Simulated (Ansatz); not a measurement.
**ZrN: do energies and stresses tell the same story?**

Computed with DFT r2SCAN, scalar-relativistic, plane waves, PAW (Ansatz 0.2.0).

Cutoff 500 eV; k points 16×16×16 on the computed 2-atom cell (Γ-centred); Gaussian smearing, width 0.10 eV; no spin polarisation.

Relaxed cell: Fm-3m, a = 4.586 Å, b = 4.586 Å, c = 4.586 Å, α = 90.00°, β = 90.00°, γ = 90.00°, 2 atoms in the primitive cell.

Energies at zero smearing and pressures from the stress tensor, at volumes with shape and atoms relaxed:
```csv
V (Å³/atom),E − E(first) (meV/atom),P (GPa)
11.334,0.00,18.50
11.696,-30.17,8.51
12.058,-39.48,-0.03
12.419,-30.96,-7.31
12.781,-7.23,-13.53
```

Check P = −dE/dV between neighbouring volumes, and get the bulk modulus from the pressures alone.

With 1 eV/Å³ = 160.2 GPa:
| middle V (Å³/atom) | −ΔE/ΔV (GPa) | mean P (GPa) |
| --- | --- | --- |
| 11.515 | 13.364 | 13.504 |
| 11.877 | 4.121 | 4.241 |
| 12.238 | -3.771 | -3.668 |
| 12.600 | -10.512 | -10.420 |

The two differ by 0.14 GPa at most. The mean of two end pressures misses the average over a step by about ΔV² P″/12, up to 0.13 GPa here; with that taken off 0.01 GPa remains. Around V = 12.058 Å³/atom, the two neighbours give B = −V ΔP/ΔV = 12.058 × 15.82 / 0.723 = 263.6 GPa, against B0 = 262.6 GPa from the Birch–Murnaghan fit of the energies.

Spin polarisation was left out, and a magnetic state may lie lower.

Cost: 6 runs of about 1.2 core-minutes in all, on Arm Neoverse V1 (shared hosts).